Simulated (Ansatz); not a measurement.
# Bi (C2/m) in Ansatz: a series of runs

Runs on Bi. Level: PBEsol. Tasks: single point.

All numbers are computed with Ansatz 0.2.0; they aren't measurements. Logs are shortened: lines on timing, memory, paths and dates and some standing lists are left out, and cuts for length are marked.

## (1) The structure

The structure is monoclinic, space group C2/m (No. 12). Conventional cell: a = 6.977 Å, b = 6.265 Å, c = 3.359 Å, α = 90.00°, β = 112.04°, γ = 90.00°. Bi (site symmetry m) has 6 Bi at 3.21 to 3.45 Å as nearest neighbours.

This isn't the form of Bi at room conditions, which is rhombohedral.

## (2) Single point, PBEsol, 31.98 Å³/atom (volume scaled by 0.94)

input.yaml reads:

```yaml
crystal:
  lattice:
    - [3.4173821397, -3.0686298933, 0.0]
    - [3.4173821397, 3.0686298933, 0.0]
    - [-1.2345086997, 0.0, 3.0499903288]
  atoms:
    - { symbol: Bi, position: [0.753061, 0.753061, 0.857382] }
    - { symbol: Bi, position: [0.246939, 0.246939, 0.142618] }
kpoints:
  mp_grid: { grid: [6, 6, 9] }
scf:
  occupations: { method: fermi_dirac, width: 0.05 }
hamiltonian:
  xc: pbesol
  pseudopotentials: { kind: all_electron, lapw: { basis_error: 0.0005 } }
output:
  forces: true
  stress: true
  eigenvalues: true
```

Potentials or basis: all-electron LAPW, scalar-relativistic.

On the command line:

```
> ansatz run input.yaml --threads 1 --pin off --max-ram 3072MiB --backend cpu --events-out ev --progress --plain --runs-dir out
```

The program printed:

```text
Warning: RAYON_NUM_THREADS=1 ignored (pool sized by the plan → 1); use --threads N
LAPW: plane waves up to 7.532 Å⁻¹, error target 5.0e-4 eV per atom; small_component_spin mean_spin; Bi in spheres of 1.573 Å, 37 of its electrons in bands, Dirac shells [] (how accurate: hamiltonian.pseudopotentials.lapw.basis_error, Limitations)
Engine: ansatz 0.2.0, x86_64-unknown-linux-gnu
Pseudopotentials: kind: all_electron
Pseudopotential: Bi, LAPW, valence charge 37, lapw/all_electron/scalar/gaussian/Bi, Koelling and Harmon's equation, gaussian nucleus
Functional definition: PBEsol
  exchange = pbesol_x
  correlation = pbesol_c
Crystal: 2 atoms, lattice volume = 63.969 Å³
Basis set: ecut = 216.1673156502078 eV, 461 PW (Γ), exchange–correlation at level 2
Bands: 45, of which v1, the nominal top of the filled ones, is band 37 counted from 1 (36 counted from 0)
Symmetry: 4 space group operations
Space group: C2/m (ITA 12), of the structure as read, at distance tolerance 4.0e-5 Å
k-points: 97 of 324
Non-local potential: Bi, projectors of the file, none
Initial density: superposition of atomic densities (chi_scale 0.1, normalization cell)
Initial wavefunctions: plane waves of lowest kinetic energy (no species holds an atomic orbital)
Functional: x = pbesol(κ = 0.804, μ = 0.12345679012345678), c = pbesol(β = 0.046)
iter 1 solved again at ethr=3.20e-5 eV; its pass at ethr=1.00e-1 eV (dr2=2.37e-2 eV) is discarded
SCF iter   1: F=—  HF=-1171102.894447 eV  |F-HF|=—  |Δ(HF+E_count)|=         —  Δρ=7.13e-3  dr2=2.38e-2  ethr=3.20e-5  ⟨swp⟩=3.1  Hψ=27666  notcnv=0
preconditioner: auto → LDOS  [metal: Δε(μ)=0.094 eV  Ē_g=23.208 eV  σ=0.050 eV  W_gap=0.42  n_scr=20 (ndim 8)  ℏωp=25.4 eV  f_vac=0.085  D(μ)=0.94/eV (n_scr^D=4)  β→1.0]
iter 2 solved again at ethr=5.71e-7 eV; its pass at ethr=3.20e-5 eV (dr2=4.23e-4 eV) is discarded
SCF iter   2: F=—  HF=-1171102.889440 eV  |F-HF|=—  |Δ(HF+E_count)|=   5.01e-3  Δρ=9.25e-4  dr2=4.23e-4  ethr=5.71e-7  ⟨swp⟩=2.0  Hψ=21658  notcnv=0
SCF iter   3: F=—  HF=-1171102.885640 eV  |F-HF|=—  |Δ(HF+E_count)|=   3.80e-3  Δρ=4.16e-4  dr2=7.13e-5  ethr=5.71e-7  ⟨swp⟩=3.0  Hψ=13869  notcnv=0
SCF iter   4: F=—  HF=-1171102.884139 eV  |F-HF|=—  |Δ(HF+E_count)|=   1.50e-3  Δρ=1.51e-4  dr2=1.05e-5  ethr=9.63e-8  ⟨swp⟩=2.0  Hψ=12734  notcnv=0
SCF iter   5: F=—  HF=-1171102.884034 eV  |F-HF|=—  |Δ(HF+E_count)|=   1.05e-4  Δρ=4.45e-5  dr2=7.91e-7  ethr=1.42e-8  ⟨swp⟩=2.9  Hψ=12882  notcnv=0
SCF iter   6: F=-1171102.884030 eV  HF=-1171102.884030 eV  |F-HF|=7.80e-8  |Δ(HF+E_count)|=   3.37e-6  Δρ=5.64e-6  dr2=1.34e-8  ethr=1.07e-9  ⟨swp⟩=3.0  Hψ=12988  notcnv=0
SCF 1 converged in 6 iterations: F = -1171102.884030 eV  dr2 = 1.34e-8
SCF converged after 6 iterations
Free energy (F): -1171102.884030 eV
Harris-Foulkes:  -1171102.884030 eV  (|F-HF|=7.80e-8)
Internal energy: -1171102.876130 eV  (E = F + TS)
E sigma→0 (E₀):  -1171102.880080 eV
Entropy (-TS):   -0.007901 eV (-3.950 meV/atom)
Fermi energy:    15.097247 eV
--- Per-component energies (eV) ---
  E_band       = -5260.337539
  E_kinetic    = 1355577.450823
  E_xc         = -21299.790771
  E_electrostatic = -2505380.536182  (all electrons and nuclei)
  E_smearing   = -0.007901  (= −TS)
  E_closure    = 0.000000  (closes the sum)
  E_atoms      = -1171094.363200  (free atoms, spherical and without spin; not in F)
  Σ components = -1171102.884030   (vs F -1171102.884030, Δ=0.00e0)
  Basis errors (estimates in eV, not in F): energy 1.7e-4 per atom: plane waves 1.6e-4 (8.4e-5 summed), levels above the bands 7.1e-87, relativity 4.9e-9, radial functions 1.2e-5, core shells 1.6e-8; eigenvalues (radial functions only) 1.4e-6; not estimated: angular momenta, meshes, grids; target (lapw.basis_error) 5.0e-4; muffin-tin radii Bi 1.573 Å
--- Forces (eV/Å), atoms counted from 1 ---
  atom   1  Bi    -0.02073272     0.00000000    -0.02379127
  atom   2  Bi     0.02073272    -0.00000000     0.02379127
  max |Σ_I F_I| component: 3.47e-18 eV/Å
--- Stress (GPa, compression-positive) ---
        0.731013       0.000000      -0.188831
        0.000000      -0.033547      -0.000000
       -0.188831      -0.000000       1.455549
  P = ⅓ Tr σ = 0.7177 GPa (7.177 kbar)
--- Band table (eV; the first three rows and the last of 97) ---
  k-point 0: bands = ["-138.1114", "-138.1113", "-133.2654", "-133.2654", "-133.2654", "-133.2654", "-133.2610", "-133.2610", "-133.2607", "-133.2607", "-133.2577", "-133.2577", "-133.2570", "-133.2570", "-133.2560", "-133.2560", "-76.3206", "-76.3200", "-76.3199", "-76.3174", "-76.3038", "-76.3007", "-7.9196", "-7.8775", "-7.8269", "-7.8000", "-7.6914", "-7.6650", "-7.6437", "-7.6335", "-7.5957", "-7.4922", "1.5610", "5.9767", "11.7662", "12.0624", "17.6816", "18.3091", "19.0334", "19.4784", "19.6594", "22.1480", "23.5319", "24.0448", "24.5816"]
  k-point 1: bands = ["-138.1114", "-138.1113", "-133.2654", "-133.2654", "-133.2654", "-133.2654", "-133.2610", "-133.2610", "-133.2607", "-133.2607", "-133.2577", "-133.2577", "-133.2570", "-133.2570", "-133.2560", "-133.2560", "-76.3206", "-76.3203", "-76.3202", "-76.3174", "-76.3037", "-76.3008", "-7.9125", "-7.8506", "-7.7948", "-7.7944", "-7.7003", "-7.6748", "-7.6552", "-7.6430", "-7.5981", "-7.4972", "1.7477", "6.0249", "11.8871", "12.3558", "17.1423", "17.9145", "18.2092", "18.5286", "19.0426", "22.7920", "23.4589", "23.7513", "24.3146"]
  k-point 2: bands = ["-138.1114", "-138.1113", "-133.2654", "-133.2654", "-133.2654", "-133.2654", "-133.2610", "-133.2610", "-133.2607", "-133.2607", "-133.2577", "-133.2577", "-133.2570", "-133.2570", "-133.2560", "-133.2560", "-76.3210", "-76.3209", "-76.3205", "-76.3173", "-76.3035", "-76.3009", "-7.8941", "-7.7841", "-7.7810", "-7.7224", "-7.7205", "-7.6947", "-7.6840", "-7.6606", "-7.6047", "-7.5114", "2.2950", "6.1602", "12.2367", "13.1252", "14.4740", "16.2187", "17.7408", "18.3283", "19.0141", "22.4278", "22.4423", "24.0481", "24.8696"]
  k-point 96: bands = ["-138.1113", "-138.1113", "-133.2654", "-133.2654", "-133.2654", "-133.2654", "-133.2610", "-133.2610", "-133.2607", "-133.2607", "-133.2577", "-133.2577", "-133.2570", "-133.2570", "-133.2560", "-133.2560", "-76.3225", "-76.3222", "-76.3206", "-76.3172", "-76.3033", "-76.3010", "-7.8142", "-7.7750", "-7.7593", "-7.7471", "-7.7342", "-7.6982", "-7.6559", "-7.6435", "-7.5579", "-7.5458", "4.7546", "5.6643", "11.0650", "12.3245", "12.4629", "14.2014", "16.3706", "17.2214", "21.4360", "23.6234", "23.8511", "24.3555", "25.9976"]
```

It took 1.9 min on 1 thread of Intel Xeon at 2.50GHz (Skylake/Cascade Lake), shared host; peak memory 0.53 GiB.

What came out:

| Property | Result |
| --- | --- |
| Free energy | -1171102.8840 eV |
| Pressure | 0.7 GPa |
| Largest force | 0.032 eV/Å |
| Band gap on the k mesh | none (metal or under the smearing width) |

Caveat: spin-orbit coupling is left out, which moves the levels of the heavy elements.

## (3) Single point, PBEsol, 32.66 Å³/atom (volume scaled by 0.96)

Changes to input.yaml since step 2:

```diff
@@ -2,5 +2,5 @@
   lattice:
-    - [3.4173821397, -3.0686298933, 0.0]
-    - [3.4173821397, 3.0686298933, 0.0]
-    - [-1.2345086997, 0.0, 3.0499903288]
+    - [3.441449004, -3.090240675, 0.0]
+    - [3.441449004, 3.090240675, 0.0]
+    - [-1.2432027094, 0.0, 3.0714698416]
   atoms:
```

Potentials or basis: all-electron LAPW, scalar-relativistic.

On the command line:

```
> ansatz run input.yaml --threads 1 --pin off --max-ram 3072MiB --backend cpu --events-out ev --progress --plain --runs-dir out
```

It used 77 s of CPU time on 1 thread of Intel(R) Xeon(R) Processor @ 2.50GHz (Skylake/Cascade Lake) (shared host), which was overloaded at the time.

Results (log left out):

| Quantity | Value |
| --- | --- |
| Free energy | -1171102.8850 eV |
| Pressure | -0.5 GPa |
| Largest force | 0.007 eV/Å |
| Band gap on the k mesh | none (metal or under the smearing width) |

Caveat: spin-orbit coupling is left out, which moves the levels of the heavy elements.

## (4) Single point, PBEsol, 33.35 Å³/atom (volume scaled by 0.98)

Changes to input.yaml since step 3:

```diff
@@ -2,5 +2,5 @@
   lattice:
-    - [3.441449004, -3.090240675, 0.0]
-    - [3.441449004, 3.090240675, 0.0]
-    - [-1.2432027094, 0.0, 3.0714698416]
+    - [3.4651838851, -3.1115533531, 0.0]
+    - [3.4651838851, 3.1115533531, 0.0]
+    - [-1.2517767921, 0.0, 3.0926530616]
   atoms:
```

On the command line:

```
> ansatz run input.yaml --threads 1 --pin off --max-ram 3072MiB --backend cpu --events-out ev --progress --plain --runs-dir out
```

It used 76 s of CPU time on 1 thread of Intel(R) Xeon(R) Processor @ 2.50GHz (Skylake/Cascade Lake), with other jobs on the host, which was overloaded at the time.

The run converged. Its results:

| Property | Result |
| --- | --- |
| Free energy | -1171102.8765 eV |
| Pressure | -1.5 GPa |
| Largest force | 0.031 eV/Å |
| Band gap on the k mesh | none (metal or under the smearing width) |

Caveat: spin-orbit coupling is left out, which moves the levels of the heavy elements.

## (5) Single point, PBEsol, 34.03 Å³/atom

Changes to input.yaml since step 4:

```diff
@@ -2,5 +2,5 @@
   lattice:
-    - [3.4651838851, -3.1115533531, 0.0]
-    - [3.4651838851, 3.1115533531, 0.0]
-    - [-1.2517767921, 0.0, 3.0926530616]
+    - [3.488598, -3.132578, 0.0]
+    - [3.488598, 3.132578, 0.0]
+    - [-1.260235, 0.0, 3.11355]
   atoms:
```

On the command line:

```
> ansatz run input.yaml --threads 1 --pin off --max-ram 3072MiB --backend cpu --events-out ev --progress --plain --runs-dir out
```

It used 75 s of CPU time on 1 thread of Intel(R) Xeon(R) Processor @ 2.50GHz (Skylake/Cascade Lake) (shared host), which was overloaded at the time.

The run converged. Its results:

| Quantity | Value |
| --- | --- |
| Free energy | -1171102.8597 eV |
| Pressure | -2.4 GPa |
| Largest force | 0.059 eV/Å |
| Band gap on the k mesh | none (metal or under the smearing width) |

Caveat: spin-orbit coupling is left out, which moves the levels of the heavy elements.

## (6) Single point, PBEsol, 34.71 Å³/atom (volume scaled by 1.02)

Changes to input.yaml since step 5:

```diff
@@ -2,5 +2,5 @@
   lattice:
-    - [3.488598, -3.132578, 0.0]
-    - [3.488598, 3.132578, 0.0]
-    - [-1.260235, 0.0, 3.11355]
+    - [3.5117019713, -3.1533241543, 0.0]
+    - [3.5117019713, 3.1533241543, 0.0]
+    - [-1.2685811704, 0.0, 3.1341701374]
   atoms:
```

Potentials or basis: all-electron LAPW, scalar-relativistic.

On the command line:

```
> ansatz run input.yaml --threads 1 --pin off --max-ram 3072MiB --backend cpu --events-out ev --progress --plain --runs-dir out
```

It used 72 s of CPU time on 1 thread of Intel(R) Xeon(R) Processor @ 2.50GHz (Skylake/Cascade Lake), with other jobs on the host, which was overloaded at the time.

Results (log left out):

* Free energy: -1171102.8354 eV
* Pressure: -3.3 GPa
* Largest force: 0.085 eV/Å
* Band gap on the k mesh: none (metal or under the smearing width)

Caveat: spin-orbit coupling is left out, which moves the levels of the heavy elements.

## (7) Single point, PBEsol, 35.39 Å³/atom (volume scaled by 1.04)

Changes to input.yaml since step 6:

```diff
@@ -2,5 +2,5 @@
   lattice:
-    - [3.5117019713, -3.1533241543, 0.0]
-    - [3.5117019713, 3.1533241543, 0.0]
-    - [-1.2685811704, 0.0, 3.1341701374]
+    - [3.5345058698, -3.1738008589, 0.0]
+    - [3.5345058698, 3.1738008589, 0.0]
+    - [-1.2768189413, 0.0, 3.1545224618]
   atoms:
```

On the command line:

```
> ansatz run input.yaml --threads 1 --pin off --max-ram 3072MiB --backend cpu --events-out ev --progress --plain --runs-dir out
```

It took 1.9 min on 1 thread of Intel Xeon at 2.50GHz (Skylake/Cascade Lake), shared host; peak memory 0.52 GiB.

The run converged. Its results:

| Item | Value |
| --- | --- |
| Free energy | -1171102.8044 eV |
| Pressure | -4.0 GPa |
| Largest force | 0.110 eV/Å |
| Band gap on the k mesh | none (metal or under the smearing width) |

Caveat: spin-orbit coupling is left out, which moves the levels of the heavy elements.

## (8) Single point, PBEsol, 36.07 Å³/atom (volume scaled by 1.06)

Changes to input.yaml since step 7:

```diff
@@ -2,5 +2,5 @@
   lattice:
-    - [3.5345058698, -3.1738008589, 0.0]
-    - [3.5345058698, 3.1738008589, 0.0]
-    - [-1.2768189413, 0.0, 3.1545224618]
+    - [3.5570192531, -3.194016696, 0.0]
+    - [3.5570192531, 3.194016696, 0.0]
+    - [-1.2849517653, 0.0, 3.1746155033]
   atoms:
```

On the command line:

```
> ansatz run input.yaml --threads 1 --pin off --max-ram 3072MiB --backend cpu --events-out ev --progress --plain --runs-dir out
```

Run time: 1.9 min. Hardware: 1 thread of Intel Xeon at 2.50GHz (Skylake/Cascade Lake), shared host; peak memory 0.52 GiB.

It converged, with:

| Property | Result |
| --- | --- |
| Free energy | -1171102.7676 eV |
| Pressure | -4.6 GPa |
| Largest force | 0.133 eV/Å |
| Band gap on the k mesh | none (metal or under the smearing width) |

Caveat: spin-orbit coupling is left out, which moves the levels of the heavy elements.
